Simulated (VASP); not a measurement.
# HfB (Fm-3m) in VASP: further runs

The runs below take HfB through electric field gradients, core levels, with PBEsol.

Everything below comes from runs of VASP 6.6.1. Logs are shortened: lines on timing, memory, paths and dates and some standing lists are left out, and cuts for length are marked.

## 1. The structure

The structure is cubic, space group Fm-3m (No. 225). The conventional cell has a = 4.620 Å, b = 4.620 Å, c = 4.620 Å, α = 90.00°, β = 90.00°, γ = 90.00°. Hf (site symmetry m-3m) is surrounded by 6 B at 2.31 Å. B (site symmetry m-3m) has 6 Hf at 2.31 Å as nearest neighbours.

## 2. Electric field gradients, PBEsol

Contents of INCAR:

```
SYSTEM = HfB
PREC = Accurate
ENCUT = 520
EDIFF = 1E-8
ISMEAR = 0
SIGMA = 0.02
LREAL = .FALSE.
LASPH = .TRUE.
NELM = 60
ALGO = Normal
ISIF = 2
LWAVE = .FALSE.
LCHARG = .FALSE.
GGA = PS
LEFG = .TRUE.
```

Contents of KPOINTS:

```
Automatic mesh
0
G
  10 10 10
  0 0 0
```

Contents of POSCAR:

```
HfB
1.0
    0.0000000000      2.3100000000      2.3100000000
    2.3100000000      0.0000000000      2.3100000000
    2.3100000000      2.3100000000      0.0000000000
Hf B
1 1
Direct
    0.5000000000      0.5000000000      0.5000000000
    0.0000000000      0.0000000000      0.0000000000
```

Potentials or basis: VASP PAW PBE potentials, release 64 (Hf_pv, B).

Command:

```console
$ cat potpaw_PBE.64/Hf_pv/POTCAR potpaw_PBE.64/B/POTCAR > POTCAR
$ mpirun -np 1 vasp_std > vasp.out
```

OUTCAR:

```text
SYSTEM = HfB
   PREC = Accurate
   ENCUT = 520
   EDIFF = 1E-8
   ISMEAR = 0
   LREAL = .FALSE.
   LASPH = .TRUE.
   NELM = 60
   ISIF = 2
   GGA = PS

 ion  position               nearest neighbor table
   1  0.500  0.500  0.500-   2 2.31   2 2.31   2 2.31   2 2.31   2 2.31   2 2.31
   2  0.000  0.000  0.000-   1 2.31   1 2.31   1 2.31   1 2.31   1 2.31   1 2.31

  LATTYP: Found a face centered cubic cell.
 ALAT       =     4.6200000000

  Lattice vectors:

 A1 = (   0.0000000000,   2.3100000000,   2.3100000000)
 A2 = (   2.3100000000,   0.0000000000,   2.3100000000)
 A3 = (   2.3100000000,   2.3100000000,   0.0000000000)

Analysis of symmetry for initial positions (statically):
=====================================================================
 Subroutine PRICEL returns:
 Original cell was already a primitive cell.

 Routine SETGRP: Setting up the symmetry group for a
 face centered cubic supercell.

 Subroutine GETGRP returns: Found 48 space group operations
 (whereof 48 operations were pure point group operations)
 out of a pool of 48 trial point group operations.

The static configuration has the point symmetry O_h .

Analysis of symmetry for dynamics (positions and initial velocities):
=====================================================================
 Subroutine PRICEL returns:
 Original cell was already a primitive cell.

 Routine SETGRP: Setting up the symmetry group for a
 face centered cubic supercell.

 Subroutine GETGRP returns: Found 48 space group operations
 (whereof 48 operations were pure point group operations)
 out of a pool of 48 trial point group operations.

The dynamic configuration has the point symmetry O_h .

 Subroutine INISYM returns: Found 48 space group operations
 (whereof 48 operations are pure point group operations),
 and found     1 'primitive' translations

----------------------------------------------------------------------------------------

                                     Primitive cell

  volume of cell :      24.6528

  direct lattice vectors                    reciprocal lattice vectors
     0.000000000  2.310000000  2.310000000    -0.216450216  0.216450216  0.216450216
     2.310000000  0.000000000  2.310000000     0.216450216 -0.216450216  0.216450216
     2.310000000  2.310000000  0.000000000     0.216450216  0.216450216 -0.216450216

  length of vectors
     3.266833329  3.266833329  3.266833329     0.374902772  0.374902772  0.374902772

  position of ions in fractional coordinates (direct lattice)
     0.500000000  0.500000000  0.500000000
     0.000000000  0.000000000  0.000000000

  ion indices of the primitive-cell ions
   primitive index   ion index
                 1           1
                 2           2

----------------------------------------------------------------------------------------

 KPOINTS: Automatic mesh

Automatic generation of k-mesh.
 Grid dimensions read from file:
 generate k-points for:   10   10   10

 Generating k-lattice:

  Cartesian coordinates                     Fractional coordinates (reciprocal lattice)
    -0.021645022  0.021645022  0.021645022     0.100000000  0.000000000  0.000000000
     0.021645022 -0.021645022  0.021645022     0.000000000  0.100000000  0.000000000
     0.021645022  0.021645022 -0.021645022     0.000000000  0.000000000  0.100000000

  Length of vectors
     0.037490277  0.037490277  0.037490277

  Shift w.r.t. Gamma in fractional coordinates (k-lattice)
     0.000000000  0.000000000  0.000000000

 Subroutine IBZKPT returns following result:
 ===========================================

 Found     47 irreducible k-points:

 Following reciprocal coordinates:
            Coordinates               Weight
  0.000000  0.000000  0.000000      1.000000
  0.100000  0.000000  0.000000      8.000000
  0.200000  0.000000  0.000000      8.000000
  0.300000  0.000000  0.000000      8.000000
  0.400000  0.000000  0.000000      8.000000
  0.500000  0.000000  0.000000      4.000000
[... 16 lines left out ...]
  0.300000  0.300000  0.000000      6.000000
  0.400000  0.300000  0.000000     24.000000
 [... further k-points ...]
   k-points           NKPTS =     47   k-points in BZ     NKDIM =     47   number of bands    NBANDS=     10
   number of dos      NEDOS =    301   number of ions     NIONS =      2
   total plane-waves  NPLWV =  13824
   dimension x,y,z NGX =    24 NGY =   24 NGZ =   24
   dimension x,y,z NGXF=    48 NGYF=   48 NGZF=   48
   ions per type =               1   1
   NGX,Y,Z   is equivalent  to a cutoff of  12.21, 12.21, 12.21 a.u.
   NGXF,Y,Z  is equivalent  to a cutoff of  24.43, 24.43, 24.43 a.u.
 SYSTEM =  HfB
   PREC   = accura    normal or accurate (medium, high low for compatibility)
   ISTART =      0    job   : 0-new  1-cont  2-samecut
   ICHARG =      2    charge: 1-file 2-atom 10-const
   ISPIN  =      1    spin polarized calculation?
   LNONCOLLINEAR =      F non collinear calculations
   LSORBIT =      F    spin-orbit coupling
   LASPH  =      T    aspherical Exc in radial PAW
   ENCUT  =  520.0 eV  38.22 Ry    6.18 a.u.   6.07  6.07  6.07*2*pi/ulx,y,z
   NELM   =     60;   NELMIN=  2; NELMDL= -5     # of ELM steps
   EDIFF  = 0.1E-07   stopping-criterion for ELM
   LREAL  =      F    real-space projection
   EDIFFG = 0.1E-06   stopping-criterion for IOM
   NSW    =      0    number of steps for IOM
   IBRION =     -1    ionic relax: 0-MD 1-quasi-New 2-CG
   NFREE  =      0    steps in history (QN), initial steepest desc. (CG)
   ISIF   =      2    stress and relaxation
   ISYM   =      2    0-nonsym 1-usesym 2-fastsym
   POTIM  = 0.5000    time-step for ionic-motion
   TEBEG  =    0.0;   TEEND  =   0.0 temperature during run
   PSTRESS=    0.0 pullay stress
   NELECT =      13.0000    total number of electrons
   NUPDOWN=      -1.0000    fix difference up-down
   EMIN   =  10.00;   EMAX   =-10.00  energy-range for DOS
   EFERMI =   0.00;   METHOD = LEGACY
   ISMEAR =     0;   SIGMA  =   0.02  broadening in eV -4-tet -1-fermi 0-gaus
   EFERMI_NEDOS =   21; number of points for ismear=-14 and -15
   IALGO  =     38    algorithm
   IMIX   =      4    mixing-type and parameters
     AMIX     =   0.40;   BMIX     =  1.00
     AMIX_MAG =   1.60;   BMIX_MAG =  1.00
  volume/ion in A,a.u.               =      12.33        83.18
  Fermi-wavevector in a.u.,A,eV,Ry     =   1.322617  2.499383 23.800871  1.749315
  Thomas-Fermi vector in A             =   2.452285
   LORBIT       =      0    0 simple, 1 ext, 2 COOP (PROOUT), +10 PAW based schemes
   GGA     = PS    functional components
   LHFCALC =     F    Hartree Fock is set to
   AEXX    =    0.0000 exact exchange contribution
   IVDW    =     0    specifies the selected vdW correction
   LEPSILON=     F    determine dielectric tensor
   LRPA    =     F    only Hartree local field effects (RPA)
 non-spin polarized calculation
 Gauss-broadening in eV      SIGMA  =   0.02
  energy-cutoff  :      520.00
  volume of cell :       24.65
 maximum number of plane-waves:       678
   NGX = 13   NGY = 13   NGZ = 13

 number of electron      13.0000002 magnetization

 Free energy of the ion-electron system (eV)
  ---------------------------------------------------
  ext. energy  EPLUGINS =         0.00000000
  ---------------------------------------------------
  free energy    TOTEN  =       -18.20042819 eV

  energy without entropy =      -18.20008138  energy(sigma->0) =      -18.20025478

 E-fermi :   4.9751     XC(G=0): -12.4042

 val. band max:        4.9358666819   @ k =  -0.2000   0.1000   0.0000
 cond. band min:       4.9887030487   @ k =   0.5000   0.3000   0.1000
 fundamental gap:      0.0528363668
 Fermi energy:         4.9750998506

 k-point     1 :       0.0000    0.0000    0.0000
  band No.  band energies     occupation
      1     -23.2455      2.00000
      2     -23.2455      2.00000
      3     -23.2455      2.00000
      4      -4.5736      2.00000
      5       7.1530      0.00000
      6       7.1530      0.00000
      7       7.1530      0.00000
      8       8.9773      0.00000
      9       8.9773      0.00000
     10       8.9773      0.00000
[... 287 lines left out ...]
 k-point    24 :       0.4000    0.3000    0.0000
  band No.  band energies     occupation
      1     -23.7958      2.00000
      2     -23.4689      2.00000
      3     -23.4458      2.00000
      4      -1.6044      2.00000
      5       2.8389      2.00000
      6       4.1842      2.00000
      7       6.3516      0.00000
      8       7.1656      0.00000
      9      11.3339      0.00000
     10      12.9621      0.00000

 [... further k-points ...]

------------------------ aborting loop because EDIFF is reached ----------------------------------------

  FORCE on cell =-STRESS in cart. coord.  units (eV):
  Direction    XX          YY          ZZ          XY          YZ          ZX
  --------------------------------------------------------------------------------------
  -------------------------------------------------------------------------------------
  Total        3.7033664      3.7033664      3.7033664      0.0000000      0.0000000     -0.0000000
  in kB      240.6807353    240.6807353    240.6807353      0.0000000      0.0000000     -0.0000000
  external PRESSURE =     240.6807353 kB  Pullay stress =       0.0000000 kB

 VOLUME and BASIS-vectors are now :
 -----------------------------------------------------------------------------
  energy-cutoff  :      520.00
  volume of cell :       24.65
      direct lattice vectors                 reciprocal lattice vectors
     0.000000000  2.310000000  2.310000000    -0.216450216  0.216450216  0.216450216
     2.310000000  0.000000000  2.310000000     0.216450216 -0.216450216  0.216450216
     2.310000000  2.310000000  0.000000000     0.216450216  0.216450216 -0.216450216

 POSITION                                       TOTAL-FORCE (eV/Angst)
 -----------------------------------------------------------------------------------
      2.31000      2.31000      2.31000         0.000000      0.000000     -0.000000
      0.00000      0.00000      0.00000         0.000000      0.000000      0.000000
 -----------------------------------------------------------------------------------
    total drift:                                0.000000     -0.000000      0.000000

  FREE ENERGIE OF THE ION-ELECTRON SYSTEM (eV)
  ---------------------------------------------------
  free  energy   TOTEN  =       -18.2004281864 eV

  energy  without entropy=      -18.2000813765  energy(sigma->0) =      -18.20025478

 Electric field gradients (V/A^2)
---------------------------------------------------------------------
 ion       V_xx      V_yy      V_zz      V_xy      V_xz      V_yz
---------------------------------------------------------------------
   1       0.000    -0.000     0.000    -0.000    -0.000    -0.000
   2      -0.000     0.000     0.000     0.000     0.000     0.000
---------------------------------------------------------------------

 Electric field gradients after diagonalization (V/A^2)
 (convention: |V_zz| > |V_xx| > |V_yy|)
----------------------------------------------------------------------
 ion       V_xx      V_yy      V_zz     asymmetry (V_yy - V_xx)/ V_zz
----------------------------------------------------------------------
   1       0.000     0.000    -0.000       0.000
   2      -0.000    -0.000     0.000       0.000
----------------------------------------------------------------------

           NMR quadrupolar parameters

 Cq : quadrupolar parameter    Cq=e*Q*V_zz/h
 eta: asymmetry parameters     (V_yy - V_xx)/ V_zz
 Q  : nuclear electric quadrupole moment in mb (millibarn)
----------------------------------------------------------------------
 ion       Cq(MHz)       eta       Q (mb)
----------------------------------------------------------------------
   1      -0.000       0.000       1.000
   2       0.000       0.000       1.000
----------------------------------------------------------------------
```

It took 5 s on 1 thread of AMD EPYC 9R45 (Zen 5), shared host; peak memory 0.12 GiB.

Results:

* Free energy: -18.2004 eV
* Pressure: 24.1 GPa
* Band gap on the k mesh: none (metal or under the smearing width)

Electric field gradients, principal values (V/Å²):
```
atom    Vxx    Vyy    Vzz
1 Hf  0.000  0.000  0.000
 2 B  0.000  0.000  0.000
```

Caveat: so large a pressure means that the cell lies far from this level's equilibrium, or that cutoff or potentials fall short; the potentials were made for another functional, which shifts forces and pressure. The run has no spin-orbit coupling, so splittings on Hf are missing.

## 3. Core levels, PBEsol

Contents of INCAR:

```
PREC = Accurate
ENCUT = 520
EDIFF = 1E-6
ISMEAR = 0
SIGMA = 0.02
LREAL = False
LASPH = True
NELM = 80
ALGO = Fast
ISIF = 2
LWAVE = False
LCHARG = False
GGA = PS
ICORELEVEL = 1
```

Contents of KPOINTS:

```
regular mesh
0
Gamma
  10 10 10
```

POSCAR is that of step 2.

Potentials or basis: VASP PAW PBE potentials, release 64 (Hf_pv, B).

Command:

```console
$ cat potpaw_PBE.64/Hf_pv/POTCAR potpaw_PBE.64/B/POTCAR > POTCAR
$ mpirun -np 1 vasp_std > vasp.out
```

OUTCAR:

```text
PREC = Accurate
   ENCUT = 520
   EDIFF = 1E-6
   ISMEAR = 0
   LREAL = False
   LASPH = True
   NELM = 80
   ISIF = 2
   GGA = PS

 ion  position               nearest neighbor table
   1  0.500  0.500  0.500-   2 2.31   2 2.31   2 2.31   2 2.31   2 2.31   2 2.31
   2  0.000  0.000  0.000-   1 2.31   1 2.31   1 2.31   1 2.31   1 2.31   1 2.31

  LATTYP: Found a face centered cubic cell.
 ALAT       =     4.6200000000

  Lattice vectors:

 A1 = (   0.0000000000,   2.3100000000,   2.3100000000)
 A2 = (   2.3100000000,   0.0000000000,   2.3100000000)
 A3 = (   2.3100000000,   2.3100000000,   0.0000000000)

Analysis of symmetry for initial positions (statically):
=====================================================================
 Subroutine PRICEL returns:
 Original cell was already a primitive cell.

 Routine SETGRP: Setting up the symmetry group for a
 face centered cubic supercell.

 Subroutine GETGRP returns: Found 48 space group operations
 (whereof 48 operations were pure point group operations)
 out of a pool of 48 trial point group operations.

The static configuration has the point symmetry O_h .

Analysis of symmetry for dynamics (positions and initial velocities):
=====================================================================
 Subroutine PRICEL returns:
 Original cell was already a primitive cell.

 Routine SETGRP: Setting up the symmetry group for a
 face centered cubic supercell.

 Subroutine GETGRP returns: Found 48 space group operations
 (whereof 48 operations were pure point group operations)
 out of a pool of 48 trial point group operations.

The dynamic configuration has the point symmetry O_h .

 Subroutine INISYM returns: Found 48 space group operations
 (whereof 48 operations are pure point group operations),
 and found     1 'primitive' translations

----------------------------------------------------------------------------------------

                                     Primitive cell

[... 123 lines left out ...]
 Gauss-broadening in eV      SIGMA  =   0.02
  energy-cutoff  :      520.00
  volume of cell :       24.65
 maximum number of plane-waves:       678
   NGX = 13   NGY = 13   NGZ = 13

 number of electron      13.0000002 magnetization

 Free energy of the ion-electron system (eV)
  ---------------------------------------------------
  ext. energy  EPLUGINS =         0.00000000
  ---------------------------------------------------
  free energy    TOTEN  =       -18.20042806 eV

  energy without entropy =      -18.20008120  energy(sigma->0) =      -18.20025463

 the core state eigenenergies are
   1-  1s -65248.1140  2s -11146.7524  2p  -9783.9703  3s  -2530.1431  3p  -2123.2173
       3d  -1642.2935  4s   -499.7169  4p   -366.2715  4d   -193.9960  4f     -4.3444
       5s    -54.6000
   2-  1s   -166.5174

 E-fermi :   4.9750     XC(G=0): -12.4042

 val. band max:        4.9357854676   @ k =  -0.2000   0.1000   0.0000
 cond. band min:       4.9885914058   @ k =   0.5000   0.3000   0.1000
 fundamental gap:      0.0528059382
 Fermi energy:         4.9749887176

 k-point     1 :       0.0000    0.0000    0.0000
  band No.  band energies     occupation
      1     -23.2458      2.00000
      2     -23.2458      2.00000
      3     -23.2458      2.00000
      4      -4.5737      2.00000
      5       7.1529      0.00000
      6       7.1529      0.00000
      7       7.1529      0.00000
      8       8.9772      0.00000
      9       8.9772      0.00000
     10       8.9772      0.00000
[... 261 lines left out ...]
 k-point    22 :      -0.2000    0.2000    0.0000
  band No.  band energies     occupation
      1     -23.7003      2.00000
      2     -23.4478      2.00000
      3     -23.2898      2.00000
      4      -1.9238      2.00000
      5       3.0484      2.00000
      6       4.2407      2.00000
      7       4.3287      2.00000
      8       8.7965      0.00000
      9      11.2913      0.00000
     10      11.5208      0.00000

 k-point    23 :       0.3000    0.3000    0.0000

------------------------ aborting loop because EDIFF is reached ----------------------------------------

  FORCE on cell =-STRESS in cart. coord.  units (eV):
  Direction    XX          YY          ZZ          XY          YZ          ZX
  --------------------------------------------------------------------------------------
  -------------------------------------------------------------------------------------
  Total        3.7049993      3.7049993      3.7049993      0.0000000      0.0000000     -0.0000000
  in kB      240.7868557    240.7868557    240.7868557      0.0000000      0.0000000     -0.0000000
  external PRESSURE =     240.7868557 kB  Pullay stress =       0.0000000 kB

 VOLUME and BASIS-vectors are now :
 -----------------------------------------------------------------------------
  energy-cutoff  :      520.00
  volume of cell :       24.65
      direct lattice vectors                 reciprocal lattice vectors
     0.000000000  2.310000000  2.310000000    -0.216450216  0.216450216  0.216450216
     2.310000000  0.000000000  2.310000000     0.216450216 -0.216450216  0.216450216
     2.310000000  2.310000000  0.000000000     0.216450216  0.216450216 -0.216450216

 POSITION                                       TOTAL-FORCE (eV/Angst)
 -----------------------------------------------------------------------------------
      2.31000      2.31000      2.31000        -0.000000     -0.000000      0.000000
      0.00000      0.00000      0.00000         0.000000      0.000000     -0.000000
 -----------------------------------------------------------------------------------
    total drift:                               -0.000000     -0.000000      0.000000

  FREE ENERGIE OF THE ION-ELECTRON SYSTEM (eV)
  ---------------------------------------------------
  free  energy   TOTEN  =       -18.2004280551 eV

  energy  without entropy=      -18.2000811992  energy(sigma->0) =      -18.20025463
```

Wall time 5.4 s (1 thread of AMD EPYC 9R45 (Zen 5), shared host); peak memory 0.11 GiB.

Results:

| Property | Result |
| --- | --- |
| Free energy | -18.2004 eV |
| Pressure | 24.1 GPa |
| Band gap on the k mesh | none (metal or under the smearing width) |

Levels at points of the mesh, in eV from the Fermi level:
```
           k point  band 3  band 4  band 5  band 6  band 7  band 8  band 9  band 10
(0.00, 0.00, 0.00)  -28.22   -9.55    2.18    2.18    2.18    4.00    4.00     4.00
(0.50, 0.00, 0.00)  -28.30   -5.03   -3.98   -1.36   -1.36    6.53    6.53     7.59
(0.50, 0.50, 0.00)  -28.48   -6.69   -1.12   -0.88    2.41    2.41    6.26     7.91
```

Core levels (eV, on the scale of the bands):
```tsv
atom	levels
1 Hf	1s -65248.1, 2s -11146.8, 2p -9784.0, 3s -2530.1, 3p -2123.2, 3d -1642.3, 4s -499.7, 4p -366.3, 4d -194.0, 4f -4.3, 5s -54.6
2 B	1s -166.5
```

Caveat: so large a pressure means that the cell lies far from this level's equilibrium, or that cutoff or potentials fall short; the potentials were made for another functional, which shifts forces and pressure. Spin-orbit coupling is left out, which matters for the levels of Hf.
